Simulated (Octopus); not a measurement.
## GaAs under changes of volume

One of the cells (22.590 Å³/atom); the others are scaled copies at fixed shape and fractional positions:

```xyz
2
Lattice="0.0000 2.8268 2.8268 2.8268 0.0000 2.8268 2.8268 2.8268 0.0000" Properties=species:S:1:pos:R:3 pbc="T T T"
As    4.2403    4.2403    4.2403
Ga    0.0000    0.0000    0.0000
```

* Program: Octopus 16.4
* Functional: PBEsol
* Potentials or basis: pseudodojo_pbesol (PseudoDojo 0.4, PBEsol)
* Grid spacing: 0.129 Å
* k mesh: 8 × 8 × 8
* Occupations: fermi-dirac, width 0.05 eV
* Spin: no spin polarisation

```csv
volume (Å³/atom),energy over the lowest point (meV/atom),gap on the mesh (eV)
21.234,35.14,0.91
21.686,?,?
22.138,6.85,0.59
22.590,1.14,0.44
23.041,0.00,0.29
23.493,2.76,0.15
```

Problem. What does the run at 21.686 Å³/atom give?

Solution. Energy over the lowest point 18.07 meV/atom; gap on the mesh 0.75 eV.

Worked out: A Birch-Murnaghan fit of order 3 (a polynomial in V^(-2/3)) to the other rows has its minimum at 22.94 Å³/atom with B0 = V·E''(V) = 73 GPa and B' = 7.0. It gives 17.89 meV/atom at 21.686 Å³/atom, against the run's 18.07. A straight line through the other rows of the gap, of slope -7.53 eV per unit of ln V (its deformation potential), gives 0.75 eV, against the run's 0.75.

Energies are extrapolated to zero smearing.

A mesh can miss the band edges. Spin-orbit coupling on As, Ga is left out.
